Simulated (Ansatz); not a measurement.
## A series in volume per atom on Ru

Equation of state of a cubic crystal from periodic Kohn-Sham density functional theory without spin; pressure corrected for the finite basis. The results are calculated, by Ansatz 0.2.0 development build.

Cell of the first row (space group Fd-3m, No. 227):
```
CELL_PARAMETERS angstrom
0.00000 2.67250 2.67250
2.67250 0.00000 2.67250
2.67250 2.67250 0.00000
ATOMIC_POSITIONS crystal
Ru 0.00000 0.00000 0.00000
Ru 0.25000 0.25000 0.25000
```

Settings of every row: formula Ru; structure type diamond; functional PBE; spin treatment none; k mesh 12x12x12; occupation method fermi-dirac; occupation width 0.061225619 eV; wave cutoff 420 eV; datasets soft-1 PAW; density cutoff ratio 4.

Limits: a cubic model structure, not a phase known at ambient conditions; modest k-mesh, values are not fully converged in k; some atoms lie unusually close (a squeezed, shaken or made-up cell).

```
row  volume per atom (Å³)  pressure (GPa)  energy above lowest point (meV/atom)
  1                19.089          11.565                                 41.02
  2                19.495           7.222                                 17.34
  3                19.901           3.349                                  4.03
  4                20.307          -0.104                                     0
  5                20.713               ?                                     ?
  6                21.119          -5.921                                 15.84
  7                21.526          -8.361                                    34
```

Question: what pressure and energy above lowest point should row 5 give?

Worked fit of pressure. Take u = (V_r/V)^(2/3) − 1 with V_r = 20.104 Å³ an atom, which is twice the finite (Eulerian) strain; such expansions in the strain, on which the Birch-Murnaghan equation of state is built, carry the rest volume and the bulk modulus. The shown rows have u = 0.03514, 0.02072, 0.00679, -0.00668, -0.0323, -0.04454. Least squares give pressure = 1.5727 + 256.371 × u + 775.03 × u² + 600 × u³ GPa; a parabola predicts inner rows, each left out in turn, worse (root mean square 0.012 against 0.0026 GPa). The rows lie off it by 0.000, -0.001, 0.000, 0.001, -0.001, 0.001. The pressure vanishes at u = -0.0063, or V = 20.29 Å³ an atom, and there the bulk modulus at fixed shape and fractions is B = −V dP/dV = (2/3)(1 + u) dP/du = 163 GPa. The withheld row has u = -0.0197, so the fit gives 1.5727 + 256.371 × (-0.0197) + 775.03 × (-0.0197)² + 600 × (-0.0197)³ = -3.182 GPa.

The calculation gave -3.18 GPa. The fit lies 0.002 GPa (0.01 % of the column's range) below it; its largest miss of a shown row is 0.001 GPa.

Worked fit of energy above lowest point. Take u = (V_r/V)^(2/3) − 1 with V_r = 20.104 Å³ an atom, which is twice the finite (Eulerian) strain; such expansions in the strain, on which the Birch-Murnaghan equation of state is built, carry the rest volume and the bulk modulus. The shown rows have u = 0.03514, 0.02072, 0.00679, -0.00668, -0.0323, -0.04454. Least squares give energy above lowest point = 0.931 + 295.44 × u + 23729.2 × u² + 9497 × u³ meV/atom; a parabola predicts inner rows, each left out in turn, worse (root mean square 0.18 against 0.031 meV/atom). The rows lie off it by -0.01, 0.02, 0.00, -0.01, 0.02, -0.01. Its lowest point lies at u = -0.0062, or V = 20.29 Å³ an atom, and the curvature there gives the bulk modulus at fixed shape and fractions, B = (4/9)(1 + u)² E″(u)/V = 163 GPa. The withheld row has u = -0.0197, so the fit gives 0.931 + 295.44 × (-0.0197) + 23729.2 × (-0.0197)² + 9497 × (-0.0197)³ = 4.25 meV/atom.

The calculation gave 4.25 meV/atom. The fit meets it to the printed digit.
